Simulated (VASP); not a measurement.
# Shielding tensors and field gradients of KF, part 2 of 2

What are the shielding tensors of KF? The cell is of the CsCl type, one of the forms listed for this formula, which need not be the common one. The start is a computed cell from the Materials Project.

VASP 6.6.1, plane waves and PAW; the level of theory is named at each step.

So far. Step 2 (Ground state): The cell has a gap of 5.91 eV on this mesh and a pressure of -5.7 GPa, which holds the misfit of the given cell and coordinates with this functional, and any error of cutoff, mesh and data sets.

## (3) Shielding tensors

This step: chemical shifts by linear response (GIPAW), LDA; plane waves and PAW (K_sv, F) (VASP 6.6.1).

LCHIMAG computes the induced currents by linear response. It needs tightly converged orbitals and a cutoff well above the default; LEFG adds the field gradients at no cost.

Contents of INCAR:

```
SYSTEM = KF
PREC = Accurate
ENCUT = 560
EDIFF = 1E-09
NELM = 100
ISMEAR = 0
SIGMA = 0.01
LREAL = .FALSE.
ALGO = Normal
GGA = CA
NBANDS = 14
LWAVE = .FALSE.
LCHARG = .FALSE.
KPAR = 2
LCHIMAG = .TRUE.
LEFG = .TRUE.
DQ = 0.001
ICHIBARE = 1
LNMR_SYM_RED = .TRUE.
```

Contents of POSCAR:

```
KF
1.0
    3.2589550000      0.0000000000      0.0000000000
    0.0000000000      3.2589550000      0.0000000000
    0.0000000000      0.0000000000      3.2589550000
K F
1 1
Direct
    0.0000000000      0.0000000000      0.0000000000
    0.5000000000      0.5000000000      0.5000000000
```

Contents of KPOINTS:

```
Automatic mesh
0
Gamma
6 6 6
0 0 0
```

Potentials, in the order of the species: K_sv and F (PBE family, release 64).

Started as:

```
> mpirun -np 2 vasp_std
```

The program printed:

```text
[banner, memory and clock lines left out]
running    2 mpi-ranks, on    1 nodes
 distrk:  each k-point on    1 cores,    2 groups
 distr:  one band on    1 cores,    1 groups

 POSCAR found type information on POSCAR K F
 POSCAR found :  2 types and       2 ions
 [... a notice as in an earlier step ...]

 LDA part: xc-table for (Slater(with rela. corr.)+CA(PZ))
 , standard interpolation
 POSCAR, INCAR and KPOINTS ok, starting setup
 FFT: planning ... GRIDC
 FFT: planning ... GRID_SOFT
 FFT: planning ... GRID
 WAVECAR not read
 entering main loop
       N       E                     dE             d eps       ncg     rms          rms(c)
DAV:   1     0.107062480257E+03    0.10706E+03   -0.88049E+03   560   0.119E+03
DAV:   2    -0.575983031810E+01   -0.11282E+03   -0.10583E+03   706   0.307E+02
DAV:   3    -0.989333343697E+01   -0.41335E+01   -0.41143E+01   728   0.518E+01
DAV:   4    -0.100297968079E+02   -0.13646E+00   -0.13642E+00   712   0.820E+00
DAV:   5    -0.100313991754E+02   -0.16024E-02   -0.16024E-02   748   0.882E-01    0.536E+00
DAV:   6    -0.906096271224E+01    0.97044E+00   -0.24294E+00   596   0.135E+01    0.419E+00
DAV:   7    -0.899305010234E+01    0.67913E-01   -0.93858E-02   680   0.255E+00    0.241E+00
DAV:   8    -0.895177636980E+01    0.41274E-01   -0.51373E-02   638   0.230E+00    0.393E-01
DAV:   9    -0.895190722754E+01   -0.13086E-03   -0.33453E-03   638   0.589E-01    0.111E-01
DAV:  10    -0.895185579974E+01    0.51428E-04   -0.32379E-04   710   0.173E-01    0.805E-02
DAV:  11    -0.895187235669E+01   -0.16557E-04   -0.22679E-05   668   0.504E-02    0.114E-02
DAV:  12    -0.895186770587E+01    0.46508E-05   -0.66440E-06   644   0.257E-02    0.179E-03
DAV:  13    -0.895186796423E+01   -0.25836E-06   -0.58863E-07   696   0.680E-03    0.225E-03
DAV:  14    -0.895186780030E+01    0.16393E-06   -0.28304E-07   632   0.485E-03    0.321E-04
DAV:  15    -0.895186780160E+01   -0.12974E-08   -0.14550E-08   648   0.987E-04    0.321E-04
DAV:  16    -0.895186780147E+01    0.12483E-09   -0.82791E-10   390   0.244E-04
ion   1
     0.0000000    -0.0000000    -0.0000000     0.0000000    -0.0000000     0.0000000
     0.0000394    -0.0000000    -0.0000000     0.0000000    -0.0000000     0.0000000
     0.0000543    -0.0000000    -0.0000000     0.0000000    -0.0000000     0.0000000
     0.0000748    -0.0000000    -0.0000000     0.0000000    -0.0000000     0.0000000
     0.0001030    -0.0000000    -0.0000000     0.0000000    -0.0000000     0.0000000

     0.0000000    -0.0000000    -0.0000000     0.0000000    -0.0000000     0.0000000
     0.0000394    -0.0000000    -0.0000000     0.0000000    -0.0000000     0.0000000
     0.0000543    -0.0000000    -0.0000000     0.0000000    -0.0000000     0.0000000
     0.0000748    -0.0000000    -0.0000000     0.0000000    -0.0000000     0.0000000
     0.0001030    -0.0000000    -0.0000000     0.0000000    -0.0000000     0.0000000

ion   2
     0.0000000     0.0000000    -0.0000000     0.0000000    -0.0000000     0.0000000
     0.0000310     0.0000000    -0.0000000     0.0000000    -0.0000000     0.0000000
     0.0000427     0.0000000    -0.0000000     0.0000000    -0.0000000     0.0000000
     0.0000588     0.0000000    -0.0000000     0.0000000    -0.0000000     0.0000000
     0.0000810     0.0000000    -0.0000000     0.0000000    -0.0000000     0.0000000

     0.0000000     0.0000000    -0.0000000     0.0000000    -0.0000000     0.0000000
     0.0000310     0.0000000    -0.0000000     0.0000000    -0.0000000     0.0000000
     0.0000427     0.0000000    -0.0000000     0.0000000    -0.0000000     0.0000000
     0.0000588     0.0000000    -0.0000000     0.0000000    -0.0000000     0.0000000
     0.0000810     0.0000000    -0.0000000     0.0000000    -0.0000000     0.0000000

   1 F= -.89518678E+01 E0= -.89518678E+01  d E =-.845472E-37
DAV:   1    -0.192708204553E+03   -0.19271E+03    0.00000E+00     0   0.000E+00
DAV:   2    -0.192708204553E+03    0.00000E+00    0.00000E+00     0   0.000E+00
BDIR= 1  IDIR= 2  IQ= -1
DAV:   1    -0.385402431747E+03   -0.38540E+03   -0.87232E-03   674   0.875E-01
DAV:   2    -0.385402516238E+03   -0.84491E-04   -0.84491E-04   700   0.210E-01
DAV:   3    -0.385402516794E+03   -0.55601E-06   -0.55605E-06   790   0.127E-02
DAV:   4    -0.385402516797E+03   -0.28048E-08   -0.27691E-08   722   0.791E-04
DAV:   5    -0.385402516797E+03    0.17792E-10   -0.15405E-10   528   0.566E-05
       N       E                     dE             d eps       ncg     rms
RMM:   1    -0.519292674061E+02   -0.51929E+02   -0.60862E+01   963   0.547E+01
RMM:   2    -0.532618643998E+02   -0.13326E+01   -0.57265E+00  1110   0.709E+00
RMM:   3    -0.533548808264E+02   -0.93016E-01   -0.22175E-01  1114   0.120E+00
RMM:   4    -0.533608998511E+02   -0.60190E-02   -0.22123E-02  1155   0.248E-01
RMM:   5    -0.533613821603E+02   -0.48231E-03   -0.16189E-03  1133   0.609E-02
RMM:   6    -0.533614195722E+02   -0.37412E-04   -0.11124E-04  1073   0.137E-02
RMM:   7    -0.533614224669E+02   -0.28947E-05   -0.13361E-05   907   0.378E-03
RMM:   8    -0.533614226448E+02   -0.17787E-06   -0.44544E-07   733   0.843E-04
RMM:   9    -0.533614226622E+02   -0.17416E-07   -0.90629E-08   675   0.272E-04
RMM:  10    -0.533614226632E+02   -0.10383E-08   -0.18038E-09   610   0.828E-05
RMM:  11    -0.533614226632E+02   -0.42995E-10   -0.13578E-10   580   0.461E-05
BDIR= 1  IDIR= 2  IQ=  0
DAV:   1    -0.385416524833E+03   -0.38542E+03   -0.21182E-10   280   0.117E-04
DAV:   2    -0.385416524833E+03   -0.46441E-10   -0.33587E-11   280   0.419E-05
       N       E                     dE             d eps       ncg     rms
RMM:   1    -0.519423092381E+02   -0.51942E+02   -0.60929E+01   963   0.547E+01
RMM:   2    -0.532772309277E+02   -0.13349E+01   -0.57246E+00  1111   0.710E+00
RMM:   3    -0.533699977594E+02   -0.92767E-01   -0.22048E-01  1090   0.120E+00
RMM:   4    -0.533759733776E+02   -0.59756E-02   -0.21990E-02  1121   0.247E-01
RMM:   5    -0.533764550704E+02   -0.48169E-03   -0.16147E-03  1077   0.607E-02
RMM:   6    -0.533764923805E+02   -0.37310E-04   -0.11115E-04   990   0.135E-02
RMM:   7    -0.533764952375E+02   -0.28570E-05   -0.13151E-05   839   0.372E-03
RMM:   8    -0.533764954118E+02   -0.17434E-06   -0.43757E-07   661   0.824E-04
RMM:   9    -0.533764954289E+02   -0.17054E-07   -0.89008E-08   592   0.269E-04
RMM:  10    -0.533764954299E+02   -0.10013E-08   -0.17192E-09   535   0.824E-05
RMM:  11    -0.533764954299E+02   -0.39066E-10   -0.12844E-10   502   0.462E-05
BDIR= 1  IDIR= 2  IQ=  1
DAV:   1    -0.385430423961E+03   -0.38543E+03   -0.87249E-03   674   0.875E-01
DAV:   2    -0.385430508895E+03   -0.84934E-04   -0.84934E-04   700   0.211E-01
[...]
DAV:   3    -0.385403864890E+03   -0.80956E-06   -0.80953E-06   752   0.133E-02
DAV:   4    -0.385403864895E+03   -0.45061E-08   -0.45393E-08   748   0.963E-04
DAV:   5    -0.385403864895E+03   -0.68667E-10   -0.26770E-10   542   0.703E-05
       N       E                     dE             d eps       ncg     rms
RMM:   1    -0.480694320908E+02   -0.48069E+02   -0.53132E+01   996   0.544E+01
RMM:   2    -0.492138488759E+02   -0.11444E+01   -0.62003E+00  1158   0.713E+00
RMM:   3    -0.492973070280E+02   -0.83458E-01   -0.22844E-01  1163   0.133E+00
RMM:   4    -0.493027448817E+02   -0.54379E-02   -0.22184E-02  1217   0.284E-01
RMM:   5    -0.493031940515E+02   -0.44917E-03   -0.13695E-03  1187   0.704E-02
RMM:   6    -0.493032262194E+02   -0.32168E-04   -0.11175E-04  1184   0.168E-02
RMM:   7    -0.493032288459E+02   -0.26265E-05   -0.11124E-05  1058   0.472E-03
RMM:   8    -0.493032290242E+02   -0.17834E-06   -0.52452E-07   843   0.112E-03
RMM:   9    -0.493032290435E+02   -0.19234E-07   -0.87786E-08   818   0.359E-04
RMM:  10    -0.493032290448E+02   -0.13122E-08   -0.26591E-09   757   0.101E-04
RMM:  11    -0.493032290448E+02   -0.55465E-10   -0.18826E-10   676   0.486E-05
BDIR= 3  IDIR= 1  IQ=  0
DAV:   1    -0.385416524833E+03   -0.38542E+03   -0.21142E-10   280   0.117E-04
DAV:   2    -0.385416524833E+03   -0.48374E-10   -0.33325E-11   280   0.419E-05
       N       E                     dE             d eps       ncg     rms
RMM:   1    -0.480680368598E+02   -0.48068E+02   -0.53140E+01   996   0.544E+01
RMM:   2    -0.492104162214E+02   -0.11424E+01   -0.61857E+00  1158   0.713E+00
RMM:   3    -0.492933124707E+02   -0.82896E-01   -0.22633E-01  1144   0.132E+00
RMM:   4    -0.492986875843E+02   -0.53751E-02   -0.21942E-02  1184   0.282E-01
RMM:   5    -0.492991286821E+02   -0.44110E-03   -0.13459E-03  1143   0.692E-02
RMM:   6    -0.492991598943E+02   -0.31212E-04   -0.10865E-04  1118   0.162E-02
RMM:   7    -0.492991624030E+02   -0.25088E-05   -0.10514E-05   961   0.443E-03
RMM:   8    -0.492991625685E+02   -0.16548E-06   -0.50178E-07   788   0.108E-03
RMM:   9    -0.492991625868E+02   -0.18321E-07   -0.83999E-08   737   0.341E-04
RMM:  10    -0.492991625880E+02   -0.12051E-08   -0.24269E-09   675   0.980E-05
RMM:  11    -0.492991625881E+02   -0.48857E-10   -0.17061E-10   614   0.486E-05
BDIR= 3  IDIR= 1  IQ=  1
DAV:   1    -0.385428812947E+03   -0.38543E+03   -0.93973E-03   704   0.868E-01
DAV:   2    -0.385428907633E+03   -0.94686E-04   -0.94686E-04   748   0.212E-01
DAV:   3    -0.385428908449E+03   -0.81644E-06   -0.81637E-06   752   0.133E-02
DAV:   4    -0.385428908454E+03   -0.45552E-08   -0.45506E-08   748   0.964E-04
DAV:   5    -0.385428908454E+03   -0.41723E-10   -0.27683E-10   536   0.705E-05
       N       E                     dE             d eps       ncg     rms
RMM:   1    -0.480661959833E+02   -0.48066E+02   -0.53148E+01   997   0.544E+01
RMM:   2    -0.492065122695E+02   -0.11403E+01   -0.61709E+00  1158   0.713E+00
RMM:   3    -0.492888547231E+02   -0.82342E-01   -0.22423E-01  1163   0.132E+00
RMM:   4    -0.492941689872E+02   -0.53143E-02   -0.21705E-02  1216   0.282E-01
RMM:   5    -0.492946052083E+02   -0.43622E-03   -0.13288E-03  1187   0.697E-02
RMM:   6    -0.492946360603E+02   -0.30852E-04   -0.10757E-04  1186   0.166E-02
RMM:   7    -0.492946386372E+02   -0.25769E-05   -0.10797E-05  1055   0.467E-03
RMM:   8    -0.492946388088E+02   -0.17163E-06   -0.50497E-07   843   0.111E-03
RMM:   9    -0.492946388272E+02   -0.18410E-07   -0.84076E-08   813   0.351E-04
RMM:  10    -0.492946388284E+02   -0.12395E-08   -0.25229E-09   756   0.995E-05
RMM:  11    -0.492946388285E+02   -0.53760E-10   -0.17841E-10   675   0.488E-05
BDIR= 3  IDIR= 2  IQ= -1
DAV:   1    -0.385402431747E+03   -0.38540E+03   -0.87232E-03   674   0.875E-01
DAV:   2    -0.385402516238E+03   -0.84491E-04   -0.84491E-04   700   0.210E-01
DAV:   3    -0.385402516794E+03   -0.55604E-06   -0.55605E-06   790   0.127E-02
DAV:   4    -0.385402516797E+03   -0.28169E-08   -0.27692E-08   722   0.791E-04
DAV:   5    -0.385402516797E+03    0.11369E-11   -0.15265E-10   528   0.566E-05
       N       E                     dE             d eps       ncg     rms
RMM:   1    -0.450112627065E+02   -0.45011E+02   -0.47756E+01   941   0.541E+01
RMM:   2    -0.460228575413E+02   -0.10116E+01   -0.53353E+00  1164   0.671E+00
RMM:   3    -0.461062436596E+02   -0.83386E-01   -0.24087E-01  1161   0.137E+00
RMM:   4    -0.461115113438E+02   -0.52677E-02   -0.16700E-02  1222   0.271E-01
RMM:   5    -0.461118217836E+02   -0.31044E-03   -0.82362E-04  1179   0.566E-02
RMM:   6    -0.461118394120E+02   -0.17628E-04   -0.72860E-05  1194   0.135E-02
RMM:   7    -0.461118410749E+02   -0.16629E-05   -0.58963E-06  1069   0.364E-03
RMM:   8    -0.461118411863E+02   -0.11142E-06   -0.40266E-07   893   0.885E-04
RMM:   9    -0.461118411968E+02   -0.10528E-07   -0.44490E-08   804   0.268E-04
RMM:  10    -0.461118411976E+02   -0.80289E-09   -0.22553E-09   755   0.904E-05
BDIR= 3  IDIR= 2  IQ=  0
DAV:   1    -0.385416524833E+03   -0.38542E+03   -0.21173E-10   280   0.117E-04
DAV:   2    -0.385416524833E+03    0.83901E-10   -0.33543E-11   280   0.419E-05
       N       E                     dE             d eps       ncg     rms
RMM:   1    -0.450159327969E+02   -0.45016E+02   -0.47799E+01   943   0.541E+01
RMM:   2    -0.460289860814E+02   -0.10131E+01   -0.53423E+00  1164   0.671E+00
RMM:   3    -0.461122439256E+02   -0.83258E-01   -0.24026E-01  1138   0.136E+00
RMM:   4    -0.461175072223E+02   -0.52633E-02   -0.16675E-02  1180   0.270E-01
RMM:   5    -0.461178147488E+02   -0.30753E-03   -0.81041E-04  1115   0.557E-02
RMM:   6    -0.461178318953E+02   -0.17147E-04   -0.72075E-05  1108   0.133E-02
RMM:   7    -0.461178334912E+02   -0.15959E-05   -0.54792E-06   948   0.349E-03
RMM:   8    -0.461178335929E+02   -0.10169E-06   -0.39385E-07   787   0.865E-04
RMM:   9    -0.461178336029E+02   -0.99504E-08   -0.41673E-08   687   0.261E-04
RMM:  10    -0.461178336036E+02   -0.75917E-09   -0.21585E-09   644   0.878E-05
BDIR= 3  IDIR= 2  IQ=  1
DAV:   1    -0.385430423961E+03   -0.38543E+03   -0.87249E-03   674   0.875E-01
DAV:   2    -0.385430508895E+03   -0.84935E-04   -0.84934E-04   700   0.211E-01
DAV:   3    -0.385430509458E+03   -0.56310E-06   -0.56316E-06   796   0.128E-02
DAV:   4    -0.385430509461E+03   -0.28021E-08   -0.27848E-08   722   0.800E-04
DAV:   5    -0.385430509461E+03   -0.67075E-11   -0.15272E-10   528   0.573E-05
       N       E                     dE             d eps       ncg     rms
RMM:   1    -0.450202553691E+02   -0.45020E+02   -0.47842E+01   944   0.541E+01
RMM:   2    -0.460347189113E+02   -0.10145E+01   -0.53491E+00  1164   0.672E+00
RMM:   3    -0.461178477418E+02   -0.83129E-01   -0.23964E-01  1160   0.136E+00
RMM:   4    -0.461231068117E+02   -0.52591E-02   -0.16653E-02  1222   0.270E-01
RMM:   5    -0.461234142120E+02   -0.30740E-03   -0.81344E-04  1182   0.565E-02
RMM:   6    -0.461234316147E+02   -0.17403E-04   -0.72002E-05  1191   0.136E-02
RMM:   7    -0.461234332585E+02   -0.16438E-05   -0.57626E-06  1068   0.361E-03
RMM:   8    -0.461234333668E+02   -0.10828E-06   -0.39264E-07   889   0.880E-04
RMM:   9    -0.461234333770E+02   -0.10203E-07   -0.42971E-08   804   0.264E-04
RMM:  10    -0.461234333778E+02   -0.76788E-09   -0.21335E-09   753   0.877E-05
       N       E                     dE             d eps       ncg     rms
RLQ:   1    -0.113395027455E+01   -0.11340E+01   -0.48418E+00   840   0.194E+01
RLQ:   2    -0.118263328594E+01   -0.48683E-01   -0.16418E-01  1018   0.109E+00
RLQ:   3    -0.118530502376E+01   -0.26717E-02   -0.46858E-03  1047   0.205E-01
RLQ:   4    -0.118546479540E+01   -0.15977E-03   -0.61070E-04  1010   0.433E-02
RLQ:   5    -0.118547868710E+01   -0.13892E-04   -0.15089E-05   923   0.814E-03
RLQ:   6    -0.118547910476E+01   -0.41765E-06   -0.14414E-06   777   0.163E-03
RLQ:   7    -0.118547914194E+01   -0.37181E-07   -0.10353E-07   687   0.433E-04
RLQ:   8    -0.118547914378E+01   -0.18464E-08   -0.68542E-09   619   0.123E-04
RLQ:   9    -0.118547914395E+01   -0.16197E-09   -0.49502E-10   549   0.542E-05
```

Wall time 1.9 min (2 MPI ranks of Intel Xeon Platinum 8259CL at 2.50GHz (Skylake/Cascade Lake), shared host); peak memory 0.35 GiB.

OUTCAR, selected parts (step 3):

```text
The static configuration has the point symmetry O_h .

 Found     20 irreducible k-points:

   dimension x,y,z NGX =    28 NGY =   28 NGZ =   28
   dimension x,y,z NGXF=    56 NGYF=   56 NGZF=   56

   ENCUT  =  560.0 eV  41.16 Ry    6.42 a.u.   6.29  6.29  6.29*2*pi/ulx,y,z

   NELECT =      16.0000    total number of electrons

  Total       -1.2226678     -1.2226678     -1.2226678     -0.0000000      0.0000000     -0.0000000
  in kB      -56.5957698    -56.5957698    -56.5957698     -0.0000000      0.0000000     -0.0000000
  external PRESSURE =     -56.5957698 kB  Pullay stress =       0.0000000 kB

  energy-cutoff  :      560.00
  volume of cell :       34.61
      direct lattice vectors                 reciprocal lattice vectors
     3.258955000  0.000000000  0.000000000     0.306846827  0.000000000  0.000000000
     0.000000000  3.258955000  0.000000000     0.000000000  0.306846827  0.000000000
     0.000000000  0.000000000  3.258955000     0.000000000  0.000000000  0.306846827

 POSITION                                       TOTAL-FORCE (eV/Angst)
 -----------------------------------------------------------------------------------
      0.00000      0.00000      0.00000         0.000000      0.000000      0.000000
      1.62948      1.62948      1.62948         0.000000      0.000000      0.000000
 -----------------------------------------------------------------------------------
    total drift:                                0.000000      0.000000      0.000000

 Electric field gradients after diagonalization (V/A^2)
 (convention: |V_zz| > |V_xx| > |V_yy|)
----------------------------------------------------------------------
 ion       V_xx      V_yy      V_zz     asymmetry (V_yy - V_xx)/ V_zz
----------------------------------------------------------------------
   1      -0.000    -0.000     0.000       0.046
   2       0.000     0.000     0.000      -0.017
----------------------------------------------------------------------

  ORBITAL MAGNETIC SUSCEPTIBILITY, excluding core contribution
 -------------------------------------------------------------
  Approximate magnetic susceptibility, pGv (10^-6 cm^3/mole)
     1        -25.466599          0.000000         -0.000000
     2          0.000000        -25.466599          0.000000
     3          0.000000         -0.000000        -25.466599
 -------------------------------------------------------------
  Approximate magnetic susceptibility, vGv (10^-6 cm^3/mole)
     1        -24.681357          0.000000         -0.000000
     2         -0.000000        -24.681357         -0.000000
     3         -0.000000         -0.000000        -24.681357

  CSA tensor (J. Mason, Solid State Nucl. Magn. Reson. 2, 285 (1993))
  for chemical shielding  (including the isotropic core contribution)

  BDIR labels direction of applied magnetic field (i.e. B0)
  For BDIR==1, B0 along x-axis, etc.
  Induced field listed along cartesian directions for each BDIR
 ------------------------------------------------------------------------------------------
                 EXCLUDING G=0 CONTRIBUTION              INCLUDING G=0 CONTRIBUTION
 ------------------------------------------------------------------------------------------
  ion  BDIR            X           Y           Z                X           Y           Z
          (   iso_shield        span        skew ) (   iso_shield        span        skew )
 ------------------------------------------------------------------------------------------
    1     1    1167.8290     -0.0000      0.0000        1178.4996     -0.0000      0.0000
          2       0.0000   1167.8290      0.0000           0.0000   1178.4996      0.0000
          3      -0.0000      0.0000   1167.8290          -0.0000      0.0000   1178.4996
          (    1167.8290      0.0000      0.0000 ) (    1178.4996      0.0000      0.0000 )

    2     1     262.8557     -0.0000      0.0000         273.5263     -0.0000      0.0000
          2      -0.0000    262.8557      0.0000          -0.0000    273.5263      0.0000
          3       0.0000     -0.0000    262.8557           0.0000     -0.0000    273.5263
          (     262.8557      0.0000      0.0000 ) (     273.5263      0.0000      0.0000 )
 ------------------------------------------------------------------------------------------

[... 5 parts as in an earlier step ...]

[... 1 further part left out ...]
```

Numbers from this step:

| Property | Result |
| --- | --- |
| free energy (TOTEN) | -8.952 eV |
| pressure | -5.660 GPa |

Valence and core; the G = 0 term is that of a spherical sample. NMR shielding, by row:

```tsv
atom	isotropic shielding (ppm)	span (ppm)	skew	isotropic shielding without the G = 0 term (ppm)
K1	1178	0	-	1168
F2	273.5	0	-	262.9
```

Ordered as |Vzz| ≥ |Vxx| ≥ |Vyy|, the program's way. Electric field gradients, by row:

```tsv
atom	Vxx (V/Å²)	Vyy (V/Å²)	Vzz (V/Å²)	asymmetry
K1	0	0	0	-
F2	0	0	0	-
```

## (4) What came out

- K, isotropic shielding: 1178.5 ppm
- F, isotropic shielding: 273.5 ppm

What this shows: At LDA the isotropic shieldings are K 1178.5 ppm; F 273.5 ppm. In the first shielding run all tensors are isotropic to 0.5 ppm, as the cubic site symmetry asks. In the undistorted cell the field gradients vanish by symmetry; what its table shows is numerical noise. Shifts were not obtained, since a shift is the shielding of a reference compound, computed alike, less these values. The G = 0 term is the part set by the sample's shape, taken here for a sphere. No finer mesh was run, so convergence in it isn't shown. VASP's guide advises NLSPLINE for shieldings, which this input doesn't set; the effect wasn't tested. Where the functional isn't the one that the data sets were made with, the shieldings hold that mismatch too. The cell is of the CsCl type, one of the forms listed for this formula, which need not be the common one. The given cell is kept, although it stands at -5.7 GPa at LDA and ENCUT = 560 eV, which holds the mismatch of the given cell with this functional, any error of the entry itself and any basis-set error.

[Lines on the potential files, build, host, timing and source positions are cut from VASP's logs without a mark.]

[Logs are printed without paths, hosts, clocks, repeated set-up lines and the standing remarks that a program may print on its own settings, such as how far it seeks lower states.]

[Hosts, paths, dates, database ids (printed as entryN), source tags and the programs' standing remarks are cut or masked in the printed files.]
